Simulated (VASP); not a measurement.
Crystal: Sb.

```xyz
1
Lattice="-1.8713 1.8713 1.8713 1.8713 -1.8713 1.8713 1.8713 1.8713 -1.8713" Properties=species:S:1:pos:R:3 pbc="T T T"
Sb    0.0000    0.0000    0.0000
```

This isn't the form of Sb at room conditions, which is rhombohedral.

| Item | Value |
| --- | --- |
| Program | VASP 6.6.1 |
| Task | relaxation of cell and atoms |
| Functional | PBE |
| Potentials or basis | VASP PAW PBE potentials, release 64 (Sb) |
| Cutoff | 600 eV |
| k mesh | 14 × 14 × 14 |
| Occupations | methfessel-paxton, width 0.1 eV |
| Spin | no spin polarisation |

At the start: pressure 2.2 GPa; volume 26.21 Å³/atom.

Task: How do energy, volume and symmetry change on relaxing?

Result: Over 3 steps the energy falls by 5.9 meV/atom and the volume is 27.09 Å³/atom (+3.3 %); space group Im-3m (No. 229, to 0.05 Å).

The path:
```tsv
step	energy change (eV)	largest force (eV/Å)	pressure (GPa)	volume (Å³)
1	0.0000	0.0000	2.23	26.21
2	-0.0040	0.0000	-1.16	27.62
3	-0.0059	0.0000	0.00	27.09
```

Final structure:
```cif
data_structure
_symmetry_space_group_name_H-M 'P 1'
_symmetry_Int_Tables_number 1
_cell_length_a 3.2770
_cell_length_b 3.2770
_cell_length_c 3.2770
_cell_angle_alpha 109.471
_cell_angle_beta 109.471
_cell_angle_gamma 109.471
_cell_volume 27.09
loop_
_atom_site_label
_atom_site_type_symbol
_atom_site_fract_x
_atom_site_fract_y
_atom_site_fract_z
_atom_site_occupancy
Sb1 Sb 0.00000 0.00000 0.00000 1
```
